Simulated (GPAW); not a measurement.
The system is Cd.

```xyz
1
Lattice="1.6600 0.8600 2.5673 -1.6430 0.9030 2.5398 0.0458 -1.7166 2.5360" Properties=species:S:1:pos:R:3 pbc="T T T"
Cd    0.0000    0.0000    0.0000
```

This isn't the form of Cd at room conditions, which is hcp.

The cell isn't the ideal one: cell sheared at random, sigma 0.03, atoms nudged by 0.01 Å.

- Program: GPAW 26.7.0
- Task: relaxation of cell and atoms
- Functional: PBE
- Dispersion: D3(BJ)
- Potentials or basis: GPAW PAW data sets (gpaw-data 1.2.1)
- Cutoff: 600 eV
- Basis: pw
- k mesh: 10 × 10 × 11
- Occupations: fermi-dirac, width 0.05 eV
- Spin: no spin polarisation

At the start: pressure -1.4 GPa; volume 21.86 Å³/atom.

Task: How do energy, volume and symmetry change on relaxing?

Result: Over 25 steps the energy falls by 12.7 meV/atom and the volume is 21.41 Å³/atom (-2.1 %); space group C2/m (No. 12, to 0.05 Å).

Step by step:
```csv
step,energy change (eV),largest force (eV/Å),pressure (GPa),volume (Å³)
1,0.0000,0.0000,-1.39,21.86
2,-0.0018,0.0000,-1.01,21.68
3,-0.0051,0.0000,0.56,21.04
4,-0.0057,0.0000,0.47,21.08
5,-0.0071,0.0000,0.00,21.33
6,-0.0081,0.0000,-0.12,21.34
7,-0.0083,0.0000,-0.08,21.31
8,-0.0087,0.0000,-0.03,21.29
9,-0.0097,0.0000,0.07,21.26
10,-0.0102,0.0000,0.64,21.27
11,-0.0107,0.0000,-0.06,21.33
12,-0.0112,0.0000,0.00,21.35
13,-0.0086,0.0000,0.32,21.51
14,-0.0116,0.0000,-0.01,21.38
15,-0.0119,0.0000,-0.01,21.40
16,-0.0122,0.0000,0.03,21.46
17,-0.0122,0.0000,0.01,21.43
18,-0.0122,0.0000,0.01,21.43
19,-0.0125,0.0000,0.06,21.40
20,-0.0126,0.0000,0.02,21.42
21,-0.0126,0.0000,0.02,21.42
22,-0.0127,0.0000,0.01,21.41
23,-0.0127,0.0000,0.00,21.41
24,-0.0127,0.0000,-0.01,21.41
25,-0.0127,0.0000,-0.01,21.41
```

Final structure:
```xyz
1
Lattice="1.6786 0.9354 2.3859 -1.6993 0.9583 2.3961 0.0119 -1.7256 2.3360" Properties=species:S:1:pos:R:3 pbc="T T T"
Cd    0.0000    0.0000    0.0000
```

Caveat: later steps reuse the first step's grids; pairwise dispersion overbinds metals, which lowers pressure and volume.
